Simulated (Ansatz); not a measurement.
Runs of Ansatz 0.2.0 on SiC (Moissanite). It takes space group P6_3mc (No. 186, hexagonal). Conventional cell: a = 3.076 Å, b = 3.076 Å, c = 5.048 Å, α = 90.00°, β = 90.00°, γ = 120.00°. Around Si (site symmetry 3m) lie 4 C at 1.87 to 1.94 Å. C (site symmetry 3m) is surrounded by 4 Si at 1.87 to 1.94 Å. 

```csv
task,level,cell,cutoff (eV),gap on the mesh (eV),pressure (GPa),V0 of scaled cells (Å³/atom),relaxed volume (Å³/atom),B0 (GPa)
relaxation of cell and atoms,PBEsol+D4,relaxed,420,2.27,0.0,-,10.23,-
equation of state,r2SCAN+D3(BJ),as given,500,-,-,(b),-,(a)
relaxation of cell and atoms,revPBE+D3(BJ),relaxed,420,2.43,0.0,-,10.17,-
equation of state,rPW86-PBE+rVV10,as given,420,-,-,10.62,-,(c)
```

Alike in all rows: potentials or basis Ansatz PAW; no spin polarisation; k mesh 10 × 10 × 5; smearing fermi-dirac 0.05 eV.

Question: Fill in the values left out.

Answer: (a) 231; (b) 10.25; (c) 205.

Caveats: odd divisions of the mesh miss points on the zone boundary, where band edges often lie, so the gap on the mesh can be too wide (some runs); the plane-wave basis is chosen anew once the cell has moved, so the energies of steps on either side of that aren't comparable (some runs); the PAW data sets come from PBE, with cores solved anew for the run's functional, which leaves a small shift of forces and pressure (some runs); the cell was scaled at fixed shape and fractional positions, which overstates the stiffness of a crystal with free parameters, most of all of layers and chains (some runs); the PAW data sets were made with another functional, which shifts forces and pressure a little (some runs); the potentials were made for another functional, which shifts forces and pressure (some runs).

A k mesh can miss the band edges.

Runs at the PBE level aren't shown here.
